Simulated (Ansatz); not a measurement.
# CdS (Greenockite) (P6_3mc) in Ansatz: convergence with ecutrho ratio

Aim: find how far ecutrho ratio must go before the results for CdS (Greenockite) settle, at PBE. This setting moves, with any that are tied to it; all else stays.

Program: Ansatz 0.2.0. These are calculated values, not measurements. Logs are shortened: lines on timing, memory, paths and dates and some standing lists are left out, and cuts for length are marked.

**1. The structure**

The structure is hexagonal, space group P6_3mc (No. 186). The conventional cell has a = 4.150 Å, b = 4.150 Å, c = 6.737 Å, α = 90.00°, β = 90.00°, γ = 120.00°. Cd (site symmetry 3m) has 4 S at 2.53 to 2.54 Å as nearest neighbours. S (site symmetry 3m) has 4 Cd at 2.53 to 2.54 Å as nearest neighbours.

**2. With ecutrho ratio 4**

The input, input.yaml:

```yaml
crystal:
  lattice:
    - [4.15, 0.0, 0.0]
    - [-2.075, 3.5940054257, 0.0]
    - [0.0, 0.0, 6.737]
  atoms:
    - { symbol: Cd, position: [0.6666666667, 0.3333333333, 0.5] }
    - { symbol: Cd, position: [0.3333333333, 0.6666666667, 0.0] }
    - { symbol: S, position: [0.6666666667, 0.3333333333, 0.875] }
    - { symbol: S, position: [0.3333333333, 0.6666666667, 0.375] }
hamiltonian:
  xc: pbe
  pseudopotentials: { kind: paw }
kpoints:
  mp_grid: { grid: [6, 6, 4] }
scf:
  occupations: { method: fermi_dirac, width: 0.1 }
output:
  forces: true
  stress: true
  eigenvalues: true
basis:
  ecutrho_ratio: 4
```

Potentials or basis: Ansatz PAW.

Started as:

```sh
> ansatz run input.yaml --threads 2 --pin off --max-ram 5632MiB --backend cpu --events-out ev --progress --plain --runs-dir out
```

Standard output:

```text
Warning: RAYON_NUM_THREADS=2 ignored (pool sized by the plan → 2); use --threads N
Engine: ansatz 0.2.0, x86_64-unknown-linux-gnu
Pseudopotentials: kind: paw
Pseudopotential: Cd, paw, valence charge 20, recommended cutoff 420 eV (normal), Cd.paw.azcp
Pseudopotential: S, paw, valence charge 6, recommended cutoff 420 eV (normal), S.paw.azcp
Functional definition: PBE
  parameter kappa = 0.804
  parameter beta = 0.06672455060314922
  exchange = pbe_x(kappa = kappa, mu = beta*pi^2/3)
  correlation = pbe_c(beta = beta)
Crystal: 4 atoms, lattice volume = 100.483 Å³
Basis set: ecut = 420 eV, 1973 PW (Γ), exchange–correlation on 60×60×96 points (8 copies of the dense FFT grid, shifted against one another)
Bands: 32, of which v1, the nominal top of the filled ones, is band 26 counted from 1 (25 counted from 0)
Symmetry: 12 space group operations
Space group: P63mc (ITA 186), of the structure as read, at distance tolerance 4.6e-5 Å
k-points: 21 of 144 (time reversal used)
Non-local potential: Cd, projectors of the file, l = 0: 3, l = 1: 2, l = 2: 2, l = 3: 1
Non-local potential: S, projectors of the file, l = 0: 2, l = 1: 2, l = 2: 2
PAW form: soft (Blöchl's): semilocal exchange-correlation on the pseudo side does not see the compensation charge
PAW one-centre angular grid: Cd, 590 points (default); XC on 64 Gauss nodes
PAW one-centre angular grid: S, 110 points (default); XC on 64 Gauss nodes
Initial density: superposition of atomic densities (neutral atoms: chi_scale 0, normalization atom), corrected by the library's trained network
Initial wavefunctions: pseudopotential atomic-orbital guess
Functional: x = pbe(κ = 0.804, μ = 0.2195149727645171), c = pbe(β = 0.06672455060314922)
SCF iter   1: F=—  HF=-18315.634555 eV  |F-HF|=—  |Δ(HF+E_count)|=         —  Δρ=5.99e-4  dr2=4.13e-4  ethr=1.77e-3  ⟨swp⟩=5.6  Hψ=2596  notcnv=0
preconditioner: auto → Resta (q_TF=auto, 2.445 Å⁻¹)  ε∞=4.7  [insulator: Δε(μ)=1.190 eV  Ē_g=11.628 eV  σ=0.100 eV  W_gap=0.99  n_scr=22 (ndim 8)  ℏωp=22.2 eV  f_vac=0.131  D(μ)=0.00/eV (n_scr^D=0)  ε∞_Penn≈4.7]
SCF iter   2: F=—  HF=-18315.636183 eV  |F-HF|=—  |Δ(HF+E_count)|=   1.63e-3  Δρ=3.01e-4  dr2=1.09e-4  ethr=7.93e-7  ⟨swp⟩=2.8  Hψ=1453  notcnv=0
SCF iter   3: F=—  HF=-18315.636241 eV  |F-HF|=—  |Δ(HF+E_count)|=   5.80e-5  Δρ=1.12e-4  dr2=1.04e-5  ethr=2.10e-7  ⟨swp⟩=2.0  Hψ=999  notcnv=0
SCF iter   4: F=—  HF=-18315.636335 eV  |F-HF|=—  |Δ(HF+E_count)|=   9.38e-5  Δρ=4.13e-5  dr2=1.62e-6  ethr=2.00e-8  ⟨swp⟩=2.0  Hψ=1027  notcnv=0
SCF iter   5: F=—  HF=-18315.636338 eV  |F-HF|=—  |Δ(HF+E_count)|=   3.45e-6  Δρ=9.49e-6  dr2=1.07e-7  ethr=3.12e-9  ⟨swp⟩=2.0  Hψ=1027  notcnv=0
SCF iter   6: F=-18315.636338 eV  HF=-18315.636338 eV  |F-HF|=5.88e-9  |Δ(HF+E_count)|=   1.77e-7  Δρ=2.83e-6  dr2=1.08e-8  ethr=1.92e-10  ⟨swp⟩=6.7  Hψ=2917  notcnv=0
SCF 1 converged in 6 iterations: F = -18315.636338 eV  dr2 = 1.08e-8
SCF converged after 6 iterations
Free energy (F): -18315.636338 eV
Harris-Foulkes:  -18315.636338 eV  (|F-HF|=5.88e-9)
Internal energy: -18315.636206 eV  (E = F + TS)
E sigma→0 (E₀):  -18315.636272 eV
Entropy (-TS):   -0.000133 eV (-0.033 meV/atom)
Fermi energy:    7.421577 eV
--- Per-component energies (eV) ---
  E_band       = -1020.649455
  E_kinetic    = 1223.489159
  E_local      = -8071.809260  (includes V_loc(G=0)·N_el)
  E_nonlocal   = 124.357487
  E_hartree    = 3706.048371
  E_xc         = -547.682571
  E_vxc        = -618.079004  (∫ρ·V_xc dr)
  E_paw        = -9367.647198  (= ΣΔE_a)
  E_vpaw       = -1090.709937  (= ΣTr[D̂ρ^β])
  E_aug_tail   = 0.000032  (compensation charges beyond the density's cutoff)
  E_ewald      = -5382.392226
  E_smearing   = -0.000133  (= −TS)
  E_closure    = -0.000000  (closes the sum)
  Σ components = -18315.636338   (vs F -18315.636338, Δ=0.00e0)
--- Forces (eV/Å), atoms counted from 1 ---
  atom   1  Cd     0.00000000    -0.00000000    -0.06714703
  atom   2  Cd    -0.00000000     0.00000000    -0.06714703
  atom   3  S      0.00000000    -0.00000000     0.06714693
  atom   4  S      0.00000000     0.00000000     0.06714693
  max |Σ_I F_I| component: 2.03e-7 eV/Å
--- Stress (GPa, compression-positive) ---
        1.867957       0.000000      -0.000000
        0.000000       1.867957       0.000000
       -0.000000       0.000000       2.490776
  P = ⅓ Tr σ = 2.0756 GPa (20.756 kbar)
--- Band table (eV; the first three rows and the last of 21) ---
  k-point 0: bands = ["-94.5374", "-94.5374", "-55.6102", "-55.6102", "-55.6101", "-55.6101", "-55.6101", "-55.6095", "-5.5597", "-5.1330", "-0.9349", "-0.9128", "-0.9128", "-0.8271", "-0.8271", "-0.5140", "-0.5140", "-0.4248", "-0.4248", "-0.0902", "2.4053", "5.9772", "5.9772", "6.6895", "6.7325", "6.7325", "7.9281", "9.5230", "13.1917", "13.1917", "13.5177", "14.2900"]
  k-point 1: bands = ["-94.5374", "-94.5374", "-55.6102", "-55.6102", "-55.6101", "-55.6101", "-55.6100", "-55.6096", "-5.4957", "-5.1930", "-0.9036", "-0.9036", "-0.8890", "-0.8431", "-0.8431", "-0.4980", "-0.4980", "-0.4348", "-0.4348", "-0.3550", "3.0110", "5.7001", "6.0815", "6.0815", "6.6149", "6.6149", "8.8123", "9.5958", "13.0355", "13.2613", "13.2613", "13.7998"]
  k-point 2: bands = ["-94.5374", "-94.5374", "-55.6102", "-55.6102", "-55.6102", "-55.6102", "-55.6098", "-55.6098", "-5.3424", "-5.3424", "-0.8767", "-0.8767", "-0.8767", "-0.8767", "-0.7095", "-0.7095", "-0.4635", "-0.4635", "-0.4635", "-0.4635", "4.2857", "4.2857", "6.3415", "6.3415", "6.3415", "6.3415", "9.5733", "9.5733", "12.9041", "12.9041", "13.5395", "13.5395"]
  k-point 20: bands = ["-94.5374", "-94.5374", "-55.6106", "-55.6106", "-55.6105", "-55.6105", "-55.6097", "-55.6097", "-5.0399", "-5.0399", "-0.7448", "-0.7448", "-0.7214", "-0.7214", "-0.5077", "-0.5077", "-0.4958", "-0.4958", "0.0610", "0.0610", "2.7708", "2.7708", "4.3588", "4.3588", "5.6308", "5.6308", "11.1202", "11.1202", "12.8230", "12.8230", "13.1885", "13.1885"]
```

Wall time 4.9 s (2 threads of Intel Xeon at 2.50GHz (Skylake/Cascade Lake), shared host); peak memory 0.36 GiB.

What came out:

| Property | Result |
| --- | --- |
| Free energy | -18315.6363 eV |
| Pressure | 2.1 GPa |
| Largest force | 0.067 eV/Å |
| Band gap on the k mesh | 1.20 eV, direct |

**3. With ecutrho ratio 5**

Changes to input.yaml since step 2:

```diff
@@ -22,2 +22,2 @@
 basis:
-  ecutrho_ratio: 4
+  ecutrho_ratio: 5
```

Potentials or basis: Ansatz PAW.

Started as:

```sh
> ansatz run input.yaml --threads 2 --pin off --max-ram 5632MiB --backend cpu --events-out ev --progress --plain --runs-dir out
```

Run time: 5.2 s. Hardware: 2 threads of Intel Xeon at 2.50GHz (Skylake/Cascade Lake), shared host; peak memory 0.37 GiB.

Results:

* Free energy: -18315.6363 eV
* Pressure: 2.1 GPa
* Largest force: 0.067 eV/Å
* Band gap on the k mesh: 1.20 eV, direct

**4. With ecutrho ratio 6**

Changes to input.yaml since step 3:

```diff
@@ -22,2 +22,2 @@
 basis:
-  ecutrho_ratio: 5
+  ecutrho_ratio: 6
```

Started as:

```sh
> ansatz run input.yaml --threads 2 --pin off --max-ram 5632MiB --backend cpu --events-out ev --progress --plain --runs-dir out
```

It took 5.2 s on 2 threads of Intel Xeon at 2.50GHz (Skylake/Cascade Lake), shared host; peak memory 0.39 GiB.

What came out:

```
Free energy            : -18315.6363 eV
Pressure               : 2.1 GPa
Largest force          : 0.067 eV/Å
Band gap on the k mesh : 1.20 eV, direct
```

**5. With ecutrho ratio 8**

Changes to input.yaml since step 4:

```diff
@@ -22,2 +22,2 @@
 basis:
-  ecutrho_ratio: 6
+  ecutrho_ratio: 8
```

Started as:

```sh
> ansatz run input.yaml --threads 2 --pin off --max-ram 5632MiB --backend cpu --events-out ev --progress --plain --runs-dir out
```

It took 5.7 s on 2 threads of Intel Xeon at 2.50GHz (Skylake/Cascade Lake), shared host; peak memory 0.41 GiB.

The run converged. Its results:

```
Free energy            : -18315.6363 eV
Pressure               : 2.1 GPa
Largest force          : 0.067 eV/Å
Band gap on the k mesh : 1.20 eV, direct
```

**6. With ecutrho ratio 10**

Changes to input.yaml since step 5:

```diff
@@ -22,2 +22,2 @@
 basis:
-  ecutrho_ratio: 8
+  ecutrho_ratio: 10
```

Potentials or basis: Ansatz PAW.

Started as:

```sh
> ansatz run input.yaml --threads 2 --pin off --max-ram 5632MiB --backend cpu --events-out ev --progress --plain --runs-dir out
```

Run time: 7 s. Hardware: 2 threads of Intel Xeon at 2.50GHz (Skylake/Cascade Lake), shared host; peak memory 0.45 GiB.

Results (log left out):

```
Free energy            : -18315.6363 eV
Pressure               : 2.1 GPa
Largest force          : 0.067 eV/Å
Band gap on the k mesh : 1.20 eV, direct
```

**7. With ecutrho ratio 12**

Changes to input.yaml since step 6:

```diff
@@ -22,2 +22,2 @@
 basis:
-  ecutrho_ratio: 10
+  ecutrho_ratio: 12
```

Started as:

```sh
> ansatz run input.yaml --threads 2 --pin off --max-ram 5632MiB --backend cpu --events-out ev --progress --plain --runs-dir out
```

It took 7.1 s on 2 threads of Intel Xeon at 2.50GHz (Skylake/Cascade Lake), shared host; peak memory 0.49 GiB.

The run converged. Its results:

```
Free energy            : -18315.6363 eV
Pressure               : 2.1 GPa
Largest force          : 0.067 eV/Å
Band gap on the k mesh : 1.20 eV, direct
```

**8. Result**

| ecutrho ratio | energy less the tightest run, at zero smearing (meV/atom) | SCF cycles | CPU time (s) | peak memory (GiB) |
| --- | --- | --- | --- | --- |
| 4 | 0.00 | 6 | 8.4 | 0.36 |
| 5 | 0.00 | 6 | 9 | 0.37 |
| 6 | 0.00 | 6 | 8.9 | 0.39 |
| 8 | 0.00 | 6 | 9.5 | 0.41 |
| 10 | 0.00 | 6 | 9.9 | 0.45 |
| 12 | 0.00 | 6 | 11 | 0.49 |

Against the tightest run, the energy stays within 1 meV/atom from 4 on. The tightest run that finished is the yardstick and may itself not be fully converged.
